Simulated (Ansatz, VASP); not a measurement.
CaSe: VASP beside Ansatz

```
Ca Se
1.0
     0.00000    2.95600    2.95600
     2.95600    0.00000    2.95600
     2.95600    2.95600    0.00000
Ca Se
1 1
Direct
  0.00000 0.00000 0.00000
  0.50000 0.50000 0.50000
```

Alike in both runs: task relaxation of cell and atoms; functional LDA; k mesh 8 × 8 × 8; occupations gaussian, width 0.02 eV; no spin polarisation.

```csv
,VASP,Ansatz
version,VASP 6.6.1,Ansatz 0.2.0
potentials or method,"VASP PAW LDA potentials, release 64 (Ca_sv, Se)","scalar-relativistic, plane waves, PAW"
plane-wave cutoff (eV),600,420
valence electrons in the cell,16,26
```

VASP gave:

```
gap on the k mesh at the Fermi level, each at its own relaxed structure (eV) : 1.71
relaxed volume (Å³/atom)                                                     : 24.40
relaxed cell length with the largest relative difference (Å)                 : 4.102
energy change over the relaxation (meV/atom)                                 : -13
```

Task: Estimate Ansatz's values.

Result: gap on the k mesh at the Fermi level, each at its own relaxed structure (eV): 1.72; relaxed volume (Å³/atom): 24.28; relaxed cell length with the largest relative difference (Å): 4.095; energy change over the relaxation (meV/atom): -16.

The two sets of potentials don't hold the same shells in valence.

A k mesh can miss the band edges. As with any semilocal functional, this LDA gap is likely too small. Zero-point motion and thermal expansion aren't in these numbers.
